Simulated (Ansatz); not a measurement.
System: cubic perovskite LaAlO₃ (cubic high-temperature phase). Method: PBE+SOC (Ansatz, a program for electronic structure, plane waves, PAW).

Settings: plane-wave cutoff 520 eV, 10×10×10 k mesh, Fermi–Dirac smearing 0.01 eV, PAW data made under PBE.

Response to compression and expansion:

```json
[
 {"V (Å³/atom)": "10.418", "P (GPa)": "13.55", "direct gap at Γ (eV)": "3.615", "smallest gap on the k mesh (eV)": "3.605"},
 {"V (Å³/atom)": "10.639", "P (GPa)": "8.55", "direct gap at Γ (eV)": "3.604", "smallest gap on the k mesh (eV)": "3.565"},
 {"V (Å³/atom)": "10.861", "P (GPa)": "4.05", "direct gap at Γ (eV)": "3.591", "smallest gap on the k mesh (eV)": "3.527"},
 {"V (Å³/atom)": "11.083", "P (GPa)": "0.00", "direct gap at Γ (eV)": "3.577", "smallest gap on the k mesh (eV)": "3.489"},
 {"V (Å³/atom)": "11.304", "P (GPa)": "-3.64", "direct gap at Γ (eV)": "3.561", "smallest gap on the k mesh (eV)": "3.453"},
 {"V (Å³/atom)": "11.526", "P (GPa)": "-6.93", "direct gap at Γ (eV)": "3.544", "smallest gap on the k mesh (eV)": "3.416"},
 {"V (Å³/atom)": "11.748", "P (GPa)": "-9.88", "direct gap at Γ (eV)": "3.526", "smallest gap on the k mesh (eV)": "3.381"}
]
```

The fundamental gap (3.49 eV at the equilibrium volume, with added k points) lies elsewhere than Γ–Γ.

Note: the relaxation could not lower the start's symmetry, so the cell can be a saddle point above a distorted one.
